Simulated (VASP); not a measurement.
A run of VASP 6.6.1 is set up as follows.

INCAR

```
SYSTEM = KF
PREC = Accurate ; ENCUT = 600
EDIFF = 1E-7 ; ISMEAR = 0
SIGMA = 0.03 ; LREAL = .FALSE.
LASPH = .TRUE. ; NELM = 80
ALGO = Normal ; ISIF = 2
LWAVE = .FALSE. ; LCHARG = .FALSE.
GGA = PE ; IBRION = 2
NSW = 40 ; EDIFFG = -0.01
```

Contents of KPOINTS:

```
regular mesh
0
G
  10 10 10
  0 0 0
```

The input POSCAR:

```
KF                                      
1.0
    0.0000000000      2.7286259306      2.7286259306
    2.7286259306      0.0000000000      2.7286259306
    2.7286259306      2.7286259306      0.0000000000
  K               F             
     1     1
Direct
     0.0000000000000000    0.0000000000000000    0.0000000000000000
     0.5000000000000000    0.5000000000000000    0.5000000000000000
```

Potentials or basis: VASP PAW PBE potentials, release 64 (K_sv, F).

Launch:

```bash
$ cat potpaw_PBE.64/K_sv/POTCAR potpaw_PBE.64/F/POTCAR > POTCAR
$ mpirun -np 1 vasp_std > vasp.out
```

Q: What does it give for the band gap on the k mesh?

A: 5.85 eV, direct.

Final structure:
```
K F
1.0
     0.00000    2.72863    2.72863
     2.72863    0.00000    2.72863
     2.72863    2.72863    0.00000
K F
1 1
Cartesian
  0.0000 0.0000 0.0000
  2.7286 2.7286 2.7286
```

Caveat: the relaxation stopped at its first step, so nothing moved. A k mesh can miss the band edges.
